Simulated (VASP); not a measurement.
# CuI (Marshite): dielectric tensor with LDA

**What was measured.**

A printed reference work, data compilation reports, for a bulk crystal of CuI: high-frequency dielectric constant 4.84.

The system is CuI (Marshite).

```
Cu I
1.0
     0.00000    2.93315    2.93315
     2.93315    0.00000    2.93315
     2.93315    2.93315    0.00000
Cu I
1 1
Direct
  0.25000 0.25000 0.25000
  0.00000 0.00000 0.00000
```

| Property | Result |
| --- | --- |
| Program | VASP 6.6.1 |
| Task | dielectric tensor |
| Functional | LDA |
| Potentials or basis | VASP PAW LDA potentials, release 64 (Cu, I) |
| Cutoff | 600 eV |
| k mesh | 12 × 12 × 12 |
| Occupations | gaussian, width 0.03 eV |
| Spin | no spin polarisation |
| Monkhorst-Pack mesh | yes |
| Further INCAR settings | ALGO = Fast; EDIFF = 1e-08 |

- Electronic dielectric tensor (diagonal): 6.71
- Born charges (mean of the diagonal): Cu +0.96; I -0.96 e

Levels at points of the mesh, in eV from the valence-band top:
| k point | band 7 | band 8 | band 9 | band 10 | band 11 | band 12 |
| --- | --- | --- | --- | --- | --- | --- |
| (0.04, 0.04, 0.04) | -0.12 | 0.00 | 0.00 | 1.44 | 4.75 | 4.80 |

Electronic dielectric tensor:
```
6.71 0.00 0.00
0.00 6.71 0.00
0.00 0.00 6.71
```

Born effective charge tensors (e):
atom 1, Cu
```
0.96 0.00 0.00
0.00 0.96 0.00
0.00 0.00 0.96
```
atom 2, I
```
-0.96  0.00  0.00
 0.00 -0.96  0.00
 0.00  0.00 -0.96
```

Wall time 63 min on 1 thread of Intel(R) Xeon(R) Platinum 8259CL CPU @ 2.50GHz (Skylake/Cascade Lake), with other jobs on the host, peak memory 1.7 GiB.

Measured high-frequency dielectric constant of CuI: 4.84 (a printed reference work, data compilation). This calculation gives 6.71 (+38.7 %). So large a miss can be the level of theory's own, or it may mean another phase, state or a wrong row.

Spin-orbit coupling is left out, which matters for the levels of I.
